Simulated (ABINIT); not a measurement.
## MgTe in ABINIT: convergence with smearing width

The system is MgTe.

```xyz
2
Lattice="0.0000 3.2320 3.2320 3.2320 0.0000 3.2320 3.2320 3.2320 0.0000" Properties=species:S:1:pos:R:3 pbc="T T T"
Te    1.6160    1.6160    1.6160
Mg    0.0000    0.0000    0.0000
```

The cell comes from a database or a generator and needn't be the stable form of this composition.

| Quantity | Value |
| --- | --- |
| Program | ABINIT 10.8.3 (patched build) |
| Task | single point |
| Functional | r2SCAN |
| Potentials or basis | SG15 NC PBE v1.2 |
| Cutoff | 1361 eV |
| k mesh | 5 × 5 × 5 |
| Occupations | fermi-dirac, width 0.272 eV |
| Spin | no spin polarisation |

These are the settings of the first run; the series varies smearing width, with any setting tied to it.

Hardware: 1 thread of Arm Neoverse V1, with other jobs on the host.

| smearing width | energy less the tightest run, at zero smearing (meV/atom) | SCF cycles | CPU time (s) | peak memory (GiB) |
| --- | --- | --- | --- | --- |
| 0.272 eV | 0.51 | 10 | 170 | 0.16 |
| 0.2 eV | 0.04 | 10 | 170 | 0.16 |
| 0.136 eV | 0.00 | 10 | 170 | 0.16 |
| 0.1 eV | 0.00 | 10 | 170 | 0.16 |
| 0.05 eV | 0.00 | 10 | 170 | 0.16 |
| 0.025 eV | 0.00 | 10 | 170 | 0.16 |
| 0.01 eV | 0.00 | 10 | 170 | 0.16 |

Against the tightest run, the energy stays within 1 meV/atom from 0.272 eV on. The tightest run that finished is the yardstick and may itself not be fully converged.
